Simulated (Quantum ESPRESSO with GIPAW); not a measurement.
# KRb2ScF6: NMR parameters from first principles

Aim: the magnetic shielding of every site in KRb2ScF6.

Calculated with Quantum ESPRESSO with GIPAW 8.0dev (patched build); DFT, PBEsol, plane-wave PAW (pslibrary 1.0.0 recipes), scalar-relativistic, GIPAW; a patched development version of the program.

This is a report of a sequence of runs, with most program output left out.

### Step 1. Starting point

Symmetry: I4/m, No. 87, tetragonal system. The conventional cell has a = 6.366 Å, b = 6.366 Å, c = 9.016 Å, α = 90.00°, β = 90.00°, γ = 90.00°. Rb has 12 F at 2.87 to 3.57 Å nearest. Nearest to Sc lie 6 F at 2.01 to 2.02 Å. K has 6 F at 2.50 to 2.59 Å nearest. F has 1 Sc at 2.02 Å and 1 K at 2.59 Å and 4 Rb at 2.87 to 3.57 Å nearest. Nearest to F lie 1 Sc at 2.01 Å and 1 K at 2.50 Å and 4 Rb at 3.19 Å. Farther neighbours and most contacts between anions are not listed.

The cell is an entry of the Crystallography Open Database; it need not be the form that is stable at ambient conditions.

This structure had its atoms relaxed beforehand (DFT, PBEsol, plane-wave PAW (pslibrary 1.0.0 recipes), Quantum ESPRESSO with GIPAW), starting from the database entry, since shieldings follow bond lengths closely.

### Step 2. Ground state

First the ground state. The response equations take the occupied wavefunctions as exact, so conv_thr is set much tighter than for an energy. No empty states are asked for: the response is solved without them. The mesh has a spacing of 0.47 Å⁻¹ at most. The PAW files were made with ld1.x from the pslibrary 1.0.0 recipes, with GIPAW reconstruction switched on (the recipe of F slightly mended, as the packaged one fails to give a sound file).

The input, scf.in:

```
&control
  calculation = 'scf'
  prefix = 'x'
  outdir = './tmp/'
  pseudo_dir = './'
/
&system
  ibrav = 0
  nat = 10
  ntyp = 4
  ecutwfc = 60
  ecutrho = 410
  nbnd = 40
/
&electrons
  conv_thr = 1.0d-10
  mixing_beta = 0.7
  electron_maxstep = 100
/
ATOMIC_SPECIES
  Rb 85.468 Rb.pbesol-spn-kjpaw_psl.1.0.0-gipaw.UPF
  Sc 44.956 Sc.pbesol-spn-kjpaw_psl.1.0.0-gipaw.UPF
  K 39.098 K.pbesol-spn-kjpaw_psl.1.0.0-gipaw.UPF
  F 18.998 F.pbesol-n-kjpaw_psl.1.0.0-gipaw.UPF
CELL_PARAMETERS angstrom
  -3.18300000 3.18300000 4.50800000
  3.18300000 -3.18300000 4.50800000
  3.18300000 3.18300000 -4.50800000
ATOMIC_POSITIONS crystal
  Rb 0.75000000 0.25000000 0.50000000
  Rb 0.25000000 0.75000000 0.50000000
  Sc 0.00000000 0.00000000 0.00000000
  K 0.50000000 0.50000000 -0.00000000
  F 0.83840793 0.27351096 0.11191890
  F 0.72648904 0.83840793 0.56489697
  F 0.16159207 0.72648904 0.88808110
  F 0.27351096 0.16159207 0.43510303
  F 0.77717997 0.77717997 0.00000000
  F 0.22282003 0.22282003 -0.00000000
K_POINTS automatic
  3 3 3 0 0 0
```

Command:

```console
$ mpirun -np 4 pw.x -nk 4 -in scf.in > scf.out
```

Elapsed: 41 s, on 4 MPI ranks of Arm Neoverse V2, shared host; peak memory 1.3 GiB.

It converged in 12 cycles to an estimated accuracy of 2e-11 Ry, on 6 irreducible k-points.

### Step 3. Magnetic response

A uniform field breaks periodicity, so gipaw.x applies it as a wave of small q and takes the limit. It solves for the first-order states, builds the induced current and gets the field at each nucleus by Biot–Savart; the PAW spheres add what the smooth waves miss near the nuclei. pawproj makes the reconstruction use the PAW data sets' own projectors.

The input, nmr.in:

```
&inputgipaw
  job = 'nmr'
  prefix = 'x'
  tmp_dir = './tmp/'
  restart_mode = 'from_scratch'
  verbosity = 'low'
  q_gipaw = 0.01
  spline_ps = .true.
  conv_threshold = 1.0d-11
  use_nmr_macroscopic_shape = .false.
  pawproj(1) = .true.
  pawproj(2) = .true.
  pawproj(3) = .true.
  pawproj(4) = .true.
/
```

Command:

```console
$ mpirun -np 4 gipaw.x -in nmr.in > nmr.out
```

The job ended after 6.5 min (4 MPI ranks; peak memory 0.78 GiB; 26 min of CPU time).

The f-sum rule is met to 0.017 of 78.3 (0.02 %). Converged shieldings require that this miss be small, but a small miss does not prove them.

From the symmetric part of each tensor, with principal values σ11 ≤ σ22 ≤ σ33: σ_iso is their mean, the span is σ33 − σ11 and the skew 3(σ_iso − σ22)/span. (gipaw.x prints an anisotropy in another convention.)

| site | atom no. | atoms in cell | σ_iso (ppm) | span (ppm) | skew |
| --- | --- | --- | --- | --- | --- |
| Rb | 1 | 2 | 3189 | 36 | 1.00 |
| Sc | 3 | 1 | 747 | 6 | 1.00 |
| K | 4 | 1 | 1172.5 | 16.2 | 1.00 |
| F(1) | 5 | 4 | 158.0 | 239.7 | 0.96 |
| F(2) | 9 | 2 | 162.4 | 269.5 | 1.00 |

The macroscopic shape term is switched off. For a spherical sample the valence susceptibility of this run would add about 7 ppm to every site, a rough estimate, since the susceptibility converges slowly and lacks part of the PAW terms. Differences within the crystal don't depend on it, but shieldings of different compounds can't be compared to better than a few ppm without it.

An axis of order three or more runs through Rb, Sc, K and F(2), so two principal values coincide and the skew is ±1. In this run the largest span is that of F(2) (site symmetry 4), with principal values 72.6, 72.6 and 342.0 ppm. On F(1) the most shielded direction lies along its short bond to Sc: a field along the bond can't mix the bonding orbital with those across it, so the paramagnetic term is smallest there.

45Sc, 39K and 87Rb also have a quadrupolar coupling here. It is not given: on PAW files the efg job of this gipaw.x leaves out the augmentation charge of neighbouring atoms and can miss by tens of per cent.

### Step 4. NMR parameters by site

Covalently bonded atoms count as neighbours within 1.18 times the sum of their radii. Otherwise a cation's neighbours lie within 1.2 times its shortest bond (1.3 for large cations, each anion's radius taken off where they differ), and an anion's are the cations that count it.

| site | atom no. | atoms in cell | surroundings | bonds (Å) | σ_iso (ppm) |
| --- | --- | --- | --- | --- | --- |
| Rb | 1 | 2 | RbF12 | 2.87 to 3.57 | 3189 |
| Sc | 3 | 1 | ScF6 | 2.01 to 2.02 | 747 |
| K | 4 | 1 | KF6 | 2.50 to 2.59 | 1172.5 |
| F(1) | 5 | 4 | bound to ScKRb4 | 2.02 to 3.57 | 158.0 |
| F(2) | 9 | 2 | bound to ScKRb4 | 2.01 to 3.19 | 162.4 |

The 2 F sites spread over 4.3 ppm in shielding, from F(1) (least shielded) to F(2).

Simulated spectrum: 19F MAS at 25 kHz, 23.5 T (941.8 MHz), lines broadened by 2 ppm; the axis counts ppm from the isotropic position of F(2), as −Δσ; rigid lattice, with dipolar and J couplings left out. Its lines over 1.5 % of the strongest:

| offset (ppm) | area |
| --- | --- |
| 137.1 | 0.02 |
| 132.7 | 0.02 |
| 110.5 | 0.09 |
| 106.2 | 0.08 |
| 84.0 | 0.46 |
| 79.6 | 0.33 |
| 57.4 | 1.00 |
| 53.1 | 0.43 |
| 30.9 | 0.62 |
| 26.5 | 0.25 |
| 4.3 | 0.37 |
| 0.0 | 0.11 |
| -22.2 | 0.17 |
| -26.5 | 0.13 |
| -48.7 | 0.39 |
| -53.1 | 0.17 |
| -75.3 | 0.27 |
| -79.6 | 0.09 |
| -101.8 | 0.32 |
| -106.2 | 0.16 |
| -128.4 | 0.16 |
| -132.7 | 0.11 |
| -154.9 | 0.07 |
| -159.3 | 0.06 |
| -181.5 | 0.02 |
| -185.8 | 0.02 |

Spinning sidebands lie 26.5 ppm apart.

At this broadening the 2 isotropic lines are resolved; in a real sample the residual dipolar coupling among these abundant spins may hide that.

### Step 5. Other settings and structures

Each row names what was changed: another mesh tests the sampling of the zone; another functional shows how far the paramagnetic term hangs on the exchange-correlation form.

Changes of σ_iso (ppm) against the run above (PBEsol, cutoffs 60 and 410 Ry, mesh 3×3×3, 29 min). Times are CPU times of pw.x and gipaw.x together, on 4 MPI ranks of Arm Neoverse V2, shared host; on a shared host they are rough.

| run | CPU time | f-sum miss | Rb | Sc | K | F(1) | F(2) |
| --- | --- | --- | --- | --- | --- | --- | --- |
| mesh 4×4×4 | 65 min | 0.016 | +0.2 | +0.0 | +0.1 | +0.1 | +0.1 |
| LDA | 29 min | 0.017 | -23.3 | -21.6 | -14.5 | -13.7 | -13.6 |

The largest move is -23.3 ppm, on Rb, from LDA.

### Step 6. What goes wrong with a poor setting

For contrast, the same job on a spoilt input.

nmr.in, as its differences from that of step 3:

```diff
@@ -6,3 +6,3 @@
   verbosity = 'low'
-  q_gipaw = 0.01
+  q_gipaw = 1
   spline_ps = .true.
```

Wall time 6.7 min (4 MPI ranks); peak memory 0.77 GiB.

The run ends without an error, but the fault (a field wave vector far too long) moves σ_iso of Rb by -616.6 ppm (both without the shape term); the f-sum rule is missed by 0.81 electrons. Its numbers are not to be used. The field is then no longer uniform over the cell, and the limit q → 0 is not reached.

### Step 7. Outcome

| Quantity | Value |
| --- | --- |
| 19F shielding without shape term | 158.0, 162.4 ppm |
| 45Sc shielding without shape term | 747 ppm |
| 39K shielding without shape term | 1172.5 ppm |
| 87Rb shielding without shape term | 3189 ppm |

In words: 19F has 2 sites, in the ratio 2:1: F(1) (bound to ScKRb4) at a shielding of 158.0 and F(2) (bound to ScKRb4) at a shielding of 162.4 ppm, shape term left out. A shift needs a reference, δ = σ_ref − σ, fixed on measured compounds; for 19F of this kind at this level too few were at hand, or they scattered too widely about a line, so none is given. Going to mesh 4×4×4 changes no isotropic shielding by more than 0.25 ppm, so the main run is converged in that respect. A higher cutoff was not carried through on these files. The largest change with the functional is 23.3 ppm in absolute shielding; part of that drops out once each functional has its own reference line. Semilocal functionals place the empty 3d states of Sc too low, which is known to deshield neighbouring F too much. The scalar-relativistic files are used with non-relativistic response operators, which weighs most on the heavy atoms' own shieldings. This build of gipaw.x prints that it is not audited and that its numbers are no references by themselves. It also reports spline_ps as false although the input sets it; why was not traced.

[Logs are printed without paths, hosts, clocks, repeated set-up lines and the standing remarks that a program may print on its own settings, such as how far it seeks lower states.]

[Hosts, paths, dates, database ids (printed as entryN), source tags and the programs' standing remarks are cut or masked in the printed files.]

[Where no reference line passes its bar on scatter, no shift is given, so a measured shift of this compound may stand uncompared.]
